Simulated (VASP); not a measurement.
## VASP 6.6.1 run: CsPbCl3

INCAR

```
GGA = PE
ENCUT = 520
EDIFF = 1E-7
LCHARG = .FALSE.
ISIF = 2
NELM = 120
LASPH = .TRUE.
ISMEAR = -1
NBANDS = 24
PREC = Accurate
LREAL = .FALSE.
SIGMA = 0.02
LWAVE = .FALSE.
NSW = 0
IBRION = -1
```

KPOINTS

```
KPOINTS created by Atomic Simulation Environment
0
Gamma
4 4 4
0 0 0
```

POSCAR

```
Cs Pb Cl
 1.0000000000000000
     5.3457761936999999    0.0000000000000000    0.0000000000000000
     0.0000000000000000    5.3457761936999999    0.0000000000000000
     0.0000000000000000    0.0000000000000000    5.3457761936999999
 Cs  Pb  Cl
   1   1   3
Cartesian
  0.0000000000000000  0.0000000000000000  0.0000000000000000
  2.6728880968499995  2.6728880968499995  2.6728880968499995
  2.6728880968499995  2.6728880968499995  0.0000000000000000
  0.0000000000000000  2.6728880968499995  2.6728880968499995
  2.6728880968499995  0.0000000000000000  2.6728880968499995
```

The recommended PBE PAW datasets give the neutral cell 44 valence electrons.

Command

```
mpirun -np 1 vasp_std
```

OSZICAR

```
N       E                     dE             d eps       ncg     rms          rms(c)
DAV:   1     0.455013929619E+03    0.45501E+03   -0.20370E+04   480   0.175E+03
DAV:   2     0.395324138554E+02   -0.41548E+03   -0.41188E+03   600   0.399E+02
DAV:   3    -0.149941261303E+02   -0.54527E+02   -0.53333E+02   552   0.147E+02
DAV:   4    -0.174255328983E+02   -0.24314E+01   -0.24304E+01   648   0.382E+01
DAV:   5    -0.174833450716E+02   -0.57812E-01   -0.57808E-01   640   0.498E+00    0.723E+00
DAV:   6    -0.168454835631E+02    0.63786E+00   -0.16216E+00   648   0.129E+01    0.464E+00
DAV:   7    -0.168229840128E+02    0.22500E-01   -0.71629E-01   688   0.603E+00    0.192E+00
DAV:   8    -0.168320988939E+02   -0.91149E-02   -0.97951E-02   720   0.321E+00    0.434E-01
DAV:   9    -0.168320252187E+02    0.73675E-04   -0.16035E-02   672   0.121E+00    0.108E-01
DAV:  10    -0.168325095064E+02   -0.48429E-03   -0.15877E-03   608   0.289E-01    0.285E-02
DAV:  11    -0.168325543354E+02   -0.44829E-04   -0.10657E-04   704   0.112E-01    0.943E-03
DAV:  12    -0.168325587295E+02   -0.43941E-05   -0.23417E-05   720   0.696E-02    0.288E-03
DAV:  13    -0.168325593028E+02   -0.57332E-06   -0.40334E-06   760   0.200E-02    0.277E-03
DAV:  14    -0.168325595250E+02   -0.22219E-06   -0.41811E-07   504   0.812E-03    0.886E-04
DAV:  15    -0.168325594461E+02    0.78917E-07   -0.46739E-08   400   0.275E-03
   1 F= -.16832559E+02 E0= -.16832559E+02  d E =-.161326E-11
```

From OUTCAR

```
k-points           NKPTS =     10   k-points in BZ     NKDIM =     10   number of bands    NBANDS=     24

   NELECT =      44.0000    total number of electrons

   dimension x,y,z NGX =    40 NGY =   40 NGZ =   40
   dimension x,y,z NGXF=    80 NGYF=   80 NGZF=   80

  energy-cutoff  :      520.00
  volume of cell :      152.77
      direct lattice vectors                 reciprocal lattice vectors
     5.345776194  0.000000000  0.000000000     0.187063574  0.000000000  0.000000000
     0.000000000  5.345776194  0.000000000     0.000000000  0.187063574  0.000000000
     0.000000000  0.000000000  5.345776194     0.000000000  0.000000000  0.187063574

 k-points in reciprocal lattice and weights: KPOINTS created by Atomic Simulation Env
   0.00000000  0.00000000  0.00000000       0.016
   0.25000000  0.00000000  0.00000000       0.094
   0.50000000  0.00000000  0.00000000       0.047
   0.25000000  0.25000000  0.00000000       0.188
   0.50000000  0.25000000  0.00000000       0.188
   0.50000000  0.50000000  0.00000000       0.047
   0.25000000  0.25000000  0.25000000       0.125
   0.50000000  0.25000000  0.25000000       0.188
   ...

 E-fermi :   4.3201

 k-point     1 :       0.0000    0.0000    0.0000
  band No.  band energies     occupation
      1     -18.4372      2.00000
      2     -13.9690      2.00000
      3     -13.9690      2.00000
      4     -13.4258      2.00000
      5     -13.4258      2.00000
      6     -13.4258      2.00000
      7     -12.9065      2.00000
      8     -11.4437      2.00000
      9     -11.4437      2.00000
     10      -5.2978      2.00000
     11      -5.2978      2.00000
     12      -5.2978      2.00000
     13      -3.2767      2.00000
     14      -2.4068      2.00000
     15      -2.4068      2.00000
     16      -2.4068      2.00000
     17      -0.0944      2.00000
     18      -0.0944      2.00000
     19      -0.0944      2.00000
     20       0.1013      2.00000
     21       0.1013      2.00000
     22       0.1013      2.00000
     23       6.3514      0.00000
     24       6.9250      0.00000

 k-point     2 :       0.2500    0.0000    0.0000
  band No.  band energies     occupation
      1     -18.4344      2.00000
      2     -13.9685      2.00000
      3     -13.8732      2.00000
      4     -13.4276      2.00000
      5     -13.4276      2.00000
      6     -13.4258      2.00000
      7     -12.7944      2.00000
      8     -11.7411      2.00000
      9     -11.4419      2.00000
     10      -5.2722      2.00000
     11      -5.2722      2.00000
     12      -5.2669      2.00000
     13      -4.2866      2.00000
     14      -2.3775      2.00000
     15      -2.3775      2.00000
     16      -1.0412      2.00000
     17      -0.1813      2.00000
     18      -0.1511      2.00000
     19      -0.1511      2.00000
     20       0.0179      2.00000
     21       0.0179      2.00000
     22       0.3777      2.00000
     23       6.9886      0.00000
     24       7.4300      0.00000

 ...

  Total        7.3012553      7.3012553      7.3012553      0.0000000     -0.0000000      0.0000000
  in kB       76.5730238     76.5730238     76.5730238      0.0000000     -0.0000000      0.0000000
  external PRESSURE =      76.5730238 kB  Pullay stress =       0.0000000 kB

 POSITION                                       TOTAL-FORCE (eV/Angst)
 -----------------------------------------------------------------------------------
      0.00000      0.00000      0.00000         0.000000      0.000000      0.000000
      2.67289      2.67289      2.67289         0.000000      0.000000      0.000000
      2.67289      2.67289      0.00000         0.000000      0.000000      0.000000
      0.00000      2.67289      2.67289         0.000000      0.000000      0.000000
      2.67289      0.00000      2.67289         0.000000      0.000000      0.000000
 -----------------------------------------------------------------------------------
    total drift:                               -0.000000      0.000000     -0.000000

  FREE ENERGIE OF THE ION-ELECTRON SYSTEM (eV)
  ---------------------------------------------------
  free  energy   TOTEN  =       -16.8325594461 eV

  energy  without entropy=      -16.8325594461  energy(sigma->0) =      -16.83255945
```

It converged. Results: gap between bands v and c on the k mesh 1.17 eV; least direct gap on the k mesh 1.17 eV; pressure 7.7 GPa. Band v is the last that the valence electrons fill when counted band by band, and c is the next.

For comparison, a separate PBE run of the intended cell, on usual settings and not on those above, gives a gap of 1.17 eV on its mesh and a pressure of 7.7 GPa.

The run above took about 42 s on one core of a shared host (Intel Xeon Platinum 8488C) and held 0.26 GiB at most.
